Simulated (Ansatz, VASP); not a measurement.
# Two plane-wave programs on Hf

```
Hf
1.0
    -1.88623    1.80500    1.80500
     1.88623   -1.80500    1.80500
     1.88623    1.80500   -1.80500
Hf
1
Cartesian
  0.0000 0.0000 0.0000
```

Change from the starting cell: strain +0.0450 x Voigt [1, 0, 0, 0, 0, 0], atoms carried along.

Alike in both runs: task single point; functional PBE; k mesh 18 × 18 × 18; occupations gaussian, width 0.15 eV; no spin polarisation.

```csv
,VASP,Ansatz
version,VASP 6.6.1,Ansatz 0.2.0
potentials or method,"VASP PAW PBE potentials, release 64 (Hf_pv)","scalar-relativistic, plane waves, PAW"
plane-wave cutoff (eV),520,420
valence electrons in the cell,10,26
```

Ansatz gave:

- gap on the k mesh at the Fermi level (eV): none
- pressure (GPa): -8.2
- largest component of the traceless stress (GPa): 1.36

Task: What did VASP give for the same quantities?

Result: gap on the k mesh at the Fermi level (eV): none; pressure (GPa): -8.5; largest component of the traceless stress (GPa): 1.39.

A gap of «none» marks a metal or a gap that the smearing closes. With one functional, cell and mesh, what is left measures potentials, basis and numerics. The two sets of potentials don't hold the same shells in valence.

Spin-orbit coupling is left out, which matters for the levels of Hf.
